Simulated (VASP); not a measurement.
Set up this calculation in VASP 6.6.1, as the native input.

```
Task                   : single point
Functional             : PBEsol
Potentials or basis    : VASP PAW PBE potentials, release 64 (Ga_d, P)
Cutoff                 : 520 eV
k mesh                 : 8 × 8 × 8
Occupations            : gaussian, width 0.02 eV
Spin                   : no spin polarisation
Dipole correction      : no
Further INCAR settings : ALGO = Fast; EDIFF = 1e-06; NBANDS = 16
```

The structure of GaP lies in POSCAR:

```
GaP
1.0
    0.0000000000      2.7981231850      2.7981231850
    2.7981231850      0.0000000000      2.7981231850
    2.7981231850      2.7981231850      0.0000000000
Ga P
1 1
Direct
    0.0000000000      0.0000000000      0.0000000000
    0.7500000000      0.7500000000      0.7500000000
```

The cell isn't the ideal one: strained and moved within the space group.

One way to write it, as run:

INCAR

```
PREC = Accurate
ENCUT = 520
EDIFF = 1E-6
ISMEAR = 0
SIGMA = 0.02
LREAL = False
LASPH = True
NELM = 100
ALGO = Fast
ISIF = 2
LWAVE = False
LCHARG = False
GGA = PS
NBANDS = 16
```

KPOINTS

```
Automatic mesh
0
Gamma
  8 8 8
```

Potentials or basis: VASP PAW PBE potentials, release 64 (Ga_d, P).

Run with:

```console
$ cat potpaw_PBE.64/Ga_d/POTCAR potpaw_PBE.64/P/POTCAR > POTCAR
$ mpirun -np 1 vasp_std > vasp.out
```

It gave:

```json
{
 "Pressure": "-6.0 GPa",
 "Band gap on the k mesh": "1.11 eV, direct"
}
```

Caveat: the PAW data sets were made with another functional, which shifts forces and pressure a little.

Wall time 13 s on 1 thread of AMD EPYC 9R45 96-Core Processor (Zen 5), on a shared host, peak memory 0.14 GiB.
